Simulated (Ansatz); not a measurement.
# H started on an O site in anatase TiO2, 108 atoms, charge −1

Aim: let the atoms about the defect relax, then find its formation energy and its levels in the gap by PBEsol and HSE06.

All numbers are computed with Ansatz 0.2.0 (PAW, plane waves).

**1. The system as built**

108 atoms (36 Ti, 71 O, 1 H); a = 11.311 Å, b = 11.311 Å, c = 9.548 Å, α = 90.00°, β = 90.00°, γ = 90.00°. All atoms were shaken off their sites by about 0.02 Å along each axis. Defect site 1: (0.333, 0.500, 0.458).

Plan of the steps: (2) PBEsol relaxation at the single k point (¼, ¼, ¼), on 1 × NVIDIA GB300 Max-Q with 8 threads of Arm Neoverse-V2; (3) HSE06 single point at the single k point (¼, ¼, ¼), on 1 × NVIDIA GB300 Max-Q with 8 threads of Arm Neoverse-V2.

**2. Relaxing the atoms with PBEsol**

Input file in.yaml:

```yaml
crystal:
  lattice:
    - [11.311282, 0.000005, -0.000027]
    - [0.000005, 11.311282, -0.000027]
    - [-0.000023, -0.000023, 9.548388]
  atoms:
    - { symbol: Ti, position: [0.001341, 0.003431, 0.002908] }
    - { symbol: Ti, position: [0.998879, 0.332775, 0.000017] }
    - { symbol: Ti, position: [0.000960, 0.667811, 0.998152] }
    - { symbol: Ti, position: [0.335260, 0.000276, 0.997714] }
    - { symbol: Ti, position: [0.332559, 0.332562, 0.000061] }
    - { symbol: Ti, position: [0.331214, 0.669036, 0.998563] }
    - { symbol: Ti, position: [0.666438, 0.999518, 0.999735] }
    - { symbol: Ti, position: [0.673180, 0.333240, 0.002932] }
    - { symbol: Ti, position: [0.667778, 0.666125, 0.999521] }
    - { symbol: Ti, position: [0.999319, 0.167082, 0.251135] }
    - { symbol: Ti, position: [0.000486, 0.499922, 0.248134] }
    - { symbol: Ti, position: [0.002121, 0.835706, 0.249428] }
    - { symbol: Ti, position: [0.331340, 0.167546, 0.247800] }
    - { symbol: Ti, position: [0.333714, 0.500333, 0.249588] }
    - { symbol: Ti, position: [0.334587, 0.832846, 0.250316] }
    - { symbol: Ti, position: [0.666923, 0.164648, 0.247709] }
    - { symbol: Ti, position: [0.663676, 0.501044, 0.253781] }
    - { symbol: Ti, position: [0.669281, 0.833159, 0.249038] }
    - { symbol: Ti, position: [0.167857, 0.000528, 0.748493] }
    - { symbol: Ti, position: [0.169592, 0.335463, 0.748976] }
    - { symbol: Ti, position: [0.166519, 0.668023, 0.745387] }
    - { symbol: Ti, position: [0.501356, 0.003144, 0.749892] }
    - { symbol: Ti, position: [0.501350, 0.331898, 0.750647] }
    - { symbol: Ti, position: [0.499566, 0.668424, 0.749172] }
    - { symbol: Ti, position: [0.833239, 0.997596, 0.751753] }
    - { symbol: Ti, position: [0.831421, 0.333599, 0.751486] }
    - { symbol: Ti, position: [0.834891, 0.666636, 0.747896] }
    - { symbol: Ti, position: [0.168100, 0.164183, 0.501101] }
    - { symbol: Ti, position: [0.168032, 0.500263, 0.498535] }
    - { symbol: Ti, position: [0.168590, 0.831022, 0.499279] }
    - { symbol: Ti, position: [0.500557, 0.169603, 0.494188] }
    - { symbol: Ti, position: [0.497580, 0.499486, 0.494684] }
    - { symbol: Ti, position: [0.501642, 0.833603, 0.497764] }
    - { symbol: Ti, position: [0.831388, 0.165308, 0.501678] }
    - { symbol: Ti, position: [0.831442, 0.502938, 0.498137] }
    - { symbol: Ti, position: [0.832704, 0.832732, 0.500477] }
    - { symbol: O, position: [0.996562, 0.998407, 0.204651] }
    - { symbol: O, position: [0.000597, 0.334283, 0.209571] }
    - { symbol: O, position: [0.999356, 0.668101, 0.209347] }
    - { symbol: O, position: [0.336735, 0.997461, 0.209005] }
    - { symbol: O, position: [0.333613, 0.333480, 0.208189] }
    - { symbol: O, position: [0.334180, 0.664526, 0.204612] }
    - { symbol: O, position: [0.667502, 0.998727, 0.208356] }
    - { symbol: O, position: [0.666529, 0.333023, 0.210509] }
    - { symbol: O, position: [0.667502, 0.663301, 0.207916] }
    - { symbol: O, position: [0.000536, 0.166939, 0.459099] }
    - { symbol: O, position: [0.002045, 0.497880, 0.455321] }
    - { symbol: O, position: [0.999914, 0.834018, 0.457071] }
    - { symbol: O, position: [0.334129, 0.166544, 0.460129] }
    - { symbol: O, position: [0.331500, 0.831163, 0.456857] }
    - { symbol: O, position: [0.665017, 0.162877, 0.452450] }
    - { symbol: O, position: [0.667697, 0.497676, 0.456715] }
    - { symbol: O, position: [0.666064, 0.834378, 0.455264] }
    - { symbol: O, position: [0.998706, 0.166153, 0.043123] }
    - { symbol: O, position: [0.999104, 0.499414, 0.041390] }
    - { symbol: O, position: [0.001305, 0.834085, 0.042993] }
    - { symbol: O, position: [0.331450, 0.167163, 0.041041] }
    - { symbol: O, position: [0.331766, 0.502318, 0.044200] }
    - { symbol: O, position: [0.337162, 0.832959, 0.040428] }
    - { symbol: O, position: [0.666129, 0.167575, 0.044587] }
    - { symbol: O, position: [0.668417, 0.499825, 0.041972] }
    - { symbol: O, position: [0.668238, 0.834378, 0.043081] }
    - { symbol: O, position: [0.997489, 0.002761, 0.794700] }
    - { symbol: O, position: [0.001363, 0.332969, 0.793365] }
    - { symbol: O, position: [0.997237, 0.666774, 0.792474] }
    - { symbol: O, position: [0.332872, 0.999683, 0.793443] }
    - { symbol: O, position: [0.329025, 0.331247, 0.795060] }
    - { symbol: O, position: [0.331645, 0.669336, 0.795264] }
    - { symbol: O, position: [0.665706, 0.001579, 0.794024] }
    - { symbol: O, position: [0.666356, 0.335091, 0.792971] }
    - { symbol: O, position: [0.666664, 0.664262, 0.790896] }
    - { symbol: O, position: [0.166579, 0.168356, 0.300285] }
    - { symbol: O, position: [0.170214, 0.498917, 0.291570] }
    - { symbol: O, position: [0.164465, 0.831418, 0.292142] }
    - { symbol: O, position: [0.497575, 0.164321, 0.290277] }
    - { symbol: O, position: [0.498228, 0.499090, 0.295380] }
    - { symbol: O, position: [0.500943, 0.832176, 0.294021] }
    - { symbol: O, position: [0.833228, 0.163740, 0.295138] }
    - { symbol: O, position: [0.831851, 0.500381, 0.293741] }
    - { symbol: O, position: [0.831531, 0.832631, 0.294012] }
    - { symbol: O, position: [0.166050, 0.003036, 0.958662] }
    - { symbol: O, position: [0.164651, 0.332213, 0.956328] }
    - { symbol: O, position: [0.166491, 0.665628, 0.958792] }
    - { symbol: O, position: [0.502557, 0.000302, 0.957408] }
    - { symbol: O, position: [0.498700, 0.332814, 0.958502] }
    - { symbol: O, position: [0.502769, 0.668495, 0.955796] }
    - { symbol: O, position: [0.834584, 0.001504, 0.959186] }
    - { symbol: O, position: [0.832742, 0.336455, 0.957120] }
    - { symbol: O, position: [0.833313, 0.669480, 0.959494] }
    - { symbol: O, position: [0.166371, 0.998406, 0.543018] }
    - { symbol: O, position: [0.168418, 0.333096, 0.542741] }
    - { symbol: O, position: [0.167251, 0.664802, 0.543910] }
    - { symbol: O, position: [0.497513, 0.002888, 0.543460] }
    - { symbol: O, position: [0.501324, 0.331583, 0.537234] }
    - { symbol: O, position: [0.498842, 0.667667, 0.540510] }
    - { symbol: O, position: [0.835894, 0.000308, 0.538700] }
    - { symbol: O, position: [0.833953, 0.336706, 0.540494] }
    - { symbol: O, position: [0.831642, 0.667145, 0.541188] }
    - { symbol: O, position: [0.168820, 0.165709, 0.713668] }
    - { symbol: O, position: [0.165321, 0.498034, 0.706433] }
    - { symbol: O, position: [0.168881, 0.834061, 0.704283] }
    - { symbol: O, position: [0.498936, 0.167174, 0.704881] }
    - { symbol: O, position: [0.500672, 0.500054, 0.706842] }
    - { symbol: O, position: [0.502696, 0.836556, 0.708088] }
    - { symbol: O, position: [0.834292, 0.165981, 0.705307] }
    - { symbol: O, position: [0.828944, 0.498761, 0.709523] }
    - { symbol: O, position: [0.833437, 0.833409, 0.710415] }
    - { symbol: H, position: [0.330966, 0.497873, 0.457873] }
  symmetry: { detect: false }
kpoints:
  mp_grid: { grid: [1, 1, 1], shift: [0.25, 0.25, 0.25] }
hamiltonian:
  xc: pbesol
total_charge: -1
scf:
  occupations: { method: fermi_dirac, width: 0.01 }
relax:
  f_tol: 0.03
  max_steps: 80
  escape_saddle: false
  adjacent_minimum: "off"
output:
  forces: true
  eigenvalues: true
  populations: true
  charged_corrections: { epsilon: 40 }
```

Command:

```bash
$ ansatz run in.yaml --threads 8 --pin off --max-ram 118750MiB --runs-dir r --events-out ev --progress --plain --backend cuda --devices 0,
```

The runs that follow: HSE06 on the final geometry.

Before running it: what results should come out? Wanted: for each run, formation energy; host gap; top filled to lowest empty.

As calculated:

| level | time | formation energy (eV) | host gap (eV) | top filled to lowest empty (eV) |
| --- | --- | --- | --- | --- |
| PBEsol, relaxation | 12 s (GPU) | 6.57 | 2.21 | 0.14 |
| HSE06 | 72 s (GPU) | 8.51 | 3.78 | 0.28 |

```
     quantity                             value
   relaxation  7 recorded steps, 1.42 eV gained
largest shift                     0.13 Å (Ti32)
```

**What this shows.** The relaxation lowers the energy by 1.42 eV; the largest shift is 0.13 Å (Ti32). The formation energy at E_F = VBM goes from 6.57 eV (PBEsol) to 8.51 eV (HSE06), as the host gap goes from 2.21 to 3.78 eV. The reservoirs are the elements' reference phases; where the defect changes the composition, the value depends on that choice. HSE06 shows no level inside the gap that the count of atoms sharing it marks as tightly localised. A filled level lies near or above the host's conduction edge and spreads over many atoms, so that electron is band-like or shallow, not bound in a deep state; the formation energy is then not that of a true charge state of the defect. The one k point lies off Γ, so the host's band edges aren't sampled; a defect level near or above the conduction edge can stay filled here though it would empty into the band on a fuller mesh. The host's edges were read at Γ, so band-like levels at this k point need not coincide with them. Finite-cell errors of some tenths of an eV remain in such numbers. The dielectric constant of 40 in the correction is an assumed value.
